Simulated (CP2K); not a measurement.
Crystal: MoS2.

```
Mo S
1.0
     3.16900    0.00000    0.00000
    -1.58450    2.74443    0.00000
     0.00000    0.00000   12.32400
Mo S
2 4
Direct
  0.66667 0.33333 0.75000
  0.33333 0.66667 0.25000
  0.66667 0.33333 0.37700
  0.33333 0.66667 0.87700
  0.66667 0.33333 0.12300
  0.33333 0.66667 0.62300
```

Base run:

| Quantity | Value |
| --- | --- |
| Program | CP2K 2026.2 |
| Functional | PBE |
| Dispersion | D3(BJ) |
| Potentials or basis | POTENTIAL_UZH Mo GTH-PBE-q14, S GTH-PBE-q6; DZVP-MOLOPT-PBE-GTH basis |
| Density cutoff | 6123 eV |
| k mesh | 10 × 10 × 3 |
| Occupations | fermi-dirac, width 0.05 eV |
| Spin | no spin polarisation |

Its results: band gap on the k mesh 0.96 eV, indirect (least direct gap 1.91 eV); pressure 0.0 GPa; largest force 0.178 eV/Å.

After a change of settings the same cell gave: band gap on the k mesh 0.94 eV, indirect (least direct gap 1.91 eV); pressure 2.7 GPa; largest force 0.254 eV/Å. Which change was it?
A. dispersion from D3(BJ) to D3
B. dispersion from D3(BJ) to D4
C. dispersion from D3(BJ) to rVV10
D. dispersion from D3(BJ) to D3(BJ)+ATM

C.

Caveats: an odd mesh through Γ misses points on the zone boundary, where band edges often lie; the basis of atomic orbitals isn't converged, which shifts pressures, moduli and gaps.
